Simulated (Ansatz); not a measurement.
# AgI: a single-point run

Wanted: a converged single-point run for AgI, and a check of what comes out. The structure is shown as the input types it.

Computed with Ansatz 0.2.0 (density functional or hybrid calculation with the settings of its input, plane waves (as first typed), unless a step's input says otherwise).

## (1) The starting structure

It takes space group P6_3mc (No. 186, hexagonal). The conventional cell has a = 4.651 Å, b = 4.651 Å, c = 7.600 Å, α = 90.00°, β = 90.00°, γ = 120.00°. Ag (site symmetry 3m) is surrounded by 4 I at 2.85 Å. I (site symmetry 3m) is surrounded by 4 Ag at 2.85 Å.

Structure file:

```
CELL_PARAMETERS angstrom
4.65074 0.00000 0.00000
-2.32537 4.02766 0.00000
0.00000 0.00000 7.59972
ATOMIC_POSITIONS crystal
Ag 0.66667 0.33333 0.62752
Ag 0.33333 0.66667 0.12752
I 0.66667 0.33333 0.00248
I 0.33333 0.66667 0.50248
```

## (2) The run

Contents of input.yaml:

```yaml
crystal:
  lattice:
    - [4.6507421514, 0.0, 0.0]
    - [-2.3253710757, 4.0276608495, 0.0]
    - [0.0, 0.0, 7.5997163705]
  atoms:
    - { symbol: Ag, position: [0.6666666667, 0.3333333333, 0.6275238183] }
    - { symbol: Ag, position: [0.3333333333, 0.6666666667, 0.1275238183] }
    - { symbol: I, position: [0.6666666667, 0.3333333333, 0.0024761817] }
    - { symbol: I, position: [0.3333333333, 0.6666666667, 0.5024761817] }
kpoints:
  mp_grid: { grid: [6, 6, 2] }
hamiltonian:
  xc: pbe
scf:
  occupations: { method: fixed }
  n_extra_bands: 5
  mixing: { beta: 0.005 }
  max_iter: 76
output:
  forces: true
  stress: true
  eigenvalues: true
```

Launch:

```sh
$ ansatz run input.yaml --threads 4 --pin off --max-ram 3686MiB --backend cpu --events-out ev --progress --plain --runs-dir out
```

Q: Will this input give a usable result? If not, why, and what should change?

The program finished normally. That alone doesn't make the input a sound one.

In the input, scf.mixing.beta is 0.005. What could go wrong: mixing too weak. Here it converged all the same; such a setting changes the road, not the converged state.

Run again and compare: delete scf.mixing.beta (the default then holds).
